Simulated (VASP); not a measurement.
Set up this calculation in VASP 6.6.1, as the native input.

```yaml
Task: single point
Functional: LDA
Potentials_or_basis: VASP PAW LDA potentials, release 64 (S, Zr_sv)
Cutoff: 750 eV
k_mesh: 11 × 11 × 1
Occupations: gaussian, width 0.05 eV
Spin: no spin polarisation
Vacuum_Å: 22
Dipole_correction: yes
Further_INCAR_settings: ALGO = Normal; EDIFF = 1e-08; NBANDS = 23
```

The structure of ZrS2 lies in POSCAR:

```
ZrS2
1.0
    3.6913825500      0.0000000000      0.0000000000
   -1.8456912700      3.1968310600      0.0000000000
    0.0000000000      0.0000000000     24.8744649004
S Zr
2 1
Direct
    0.6666666667      0.3333333333      0.4422205681
    0.3333333333      0.6666666667      0.5577794319
    0.0000000000      0.0000000000      0.5000000000
```

These files were run (other wordings do the same):

INCAR

```
SYSTEM = ZrS2
PREC = Accurate ; ENCUT = 750
EDIFF = 1E-8 ; ISMEAR = 0
SIGMA = 0.05 ; LREAL = .False.
LASPH = .True. ; NELM = 120
ALGO = Normal ; ISIF = 2
LWAVE = .False. ; LCHARG = .False.
LDIPOL = .True. ; IDIPOL = 3
DIPOL = 0.5 0.5 0.500 ; GGA = CA
NBANDS = 23 ; LVHAR = .True.
LVACPOTAV = .True.
```

KPOINTS

```
regular mesh
0
Gamma
  11 11 1
  0 0 0
```

Potentials or basis: VASP PAW LDA potentials, release 64 (S, Zr_sv).

The run is started by

```bash
$ cat potpaw_LDA.64/S/POTCAR potpaw_LDA.64/Zr_sv/POTCAR > POTCAR
$ mpirun -np 1 vasp_std > vasp.out
```

It gave:

```json
{"Largest force": "0.398 eV/Å", "Band gap on the k mesh": "1.13 eV, indirect (least direct gap 1.58 eV)", "Ionisation potential of the upper face": "6.64 eV"}
```

It took 3.2 min on 1 thread of Intel(R) Xeon(R) 6975P-C (Granite Rapids) (shared host), peak memory 0.54 GiB.
